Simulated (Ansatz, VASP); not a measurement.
**One calculation of Re, two programs**

The input INCAR:

```
PREC = Accurate
ENCUT = 520
EDIFF = 1E-7
ISMEAR = -1
SIGMA = 0.1
LREAL = False
LASPH = True
NELM = 60
ALGO = Normal
ISIF = 2
LWAVE = False
LCHARG = False
GGA = PE
NBANDS = 14
```

Contents of KPOINTS:

```
Automatic mesh
0
Gamma
  12 12 12
```

The input POSCAR:

```
Re
1.0
    0.0000000000      2.7781294758      2.7781294758
    2.7781294758      0.0000000000      2.7781294758
    2.7781294758      2.7781294758      0.0000000000
Re
2
Direct
   -0.1250000000     -0.1250000000     -0.1250000000
    0.1250000000      0.1250000000      0.1250000000
```

Input for Ansatz:

```yaml
crystal:
  lattice:
    - [0.0, 2.7781294758, 2.7781294758]
    - [2.7781294758, 0.0, 2.7781294758]
    - [2.7781294758, 2.7781294758, 0.0]
  atoms:
    - { symbol: Re, position: [-0.125, -0.125, -0.125] }
    - { symbol: Re, position: [0.125, 0.125, 0.125] }
kpoints:
  mp_grid: { grid: [12, 12, 12] }
  band_path:
    path:
      - [0.0, 0.0, 0.0]
      - [0.5, 0.0, 0.5]
      - [0.625, 0.25, 0.625]
      - [0.375, 0.375, 0.75]
      - [0.0, 0.0, 0.0]
      - [0.5, 0.5, 0.5]
      - [0.5, 0.25, 0.75]
      - [0.5, 0.0, 0.5]
    npoints: 8
scf:
  occupations: { method: fermi_dirac, width: 0.1 }
hamiltonian:
  xc: pbe
  pseudopotentials: { kind: paw }
output:
  forces: true
  stress: true
  eigenvalues: true
  populations: true
  dos: { projected: true, de: 0.2, e_range: [-14, 8] }
  write_density: true
  write_potential: true
  elf: true
  volumetric_format: npy
```

Change from the starting cell: volume scaled by 0.95, PAW files.

Alike in both runs: task single point; functional PBE; k mesh 12 × 12 × 12; occupations fermi-dirac, width 0.1 eV; no spin polarisation.

|  | VASP | Ansatz |
| --- | --- | --- |
| version | VASP 6.6.1 | Ansatz 0.2.0 |
| potentials or method | VASP PAW PBE potentials, release 64 (Re) | PAW with Ansatz's default frozen-core files, scalar-relativistic |
| plane-wave cutoff (eV) | 520 | 420 |
| valence electrons in the cell | 14 | 30 |

|  | VASP | Ansatz | Ansatz less VASP |
| --- | --- | --- | --- |
| pressure (GPa) | 8.0 | 10.1 | +2.10 |

The two sets of potentials don't hold the same shells in valence.

The runs have no spin-orbit coupling, so splittings on Re are missing.
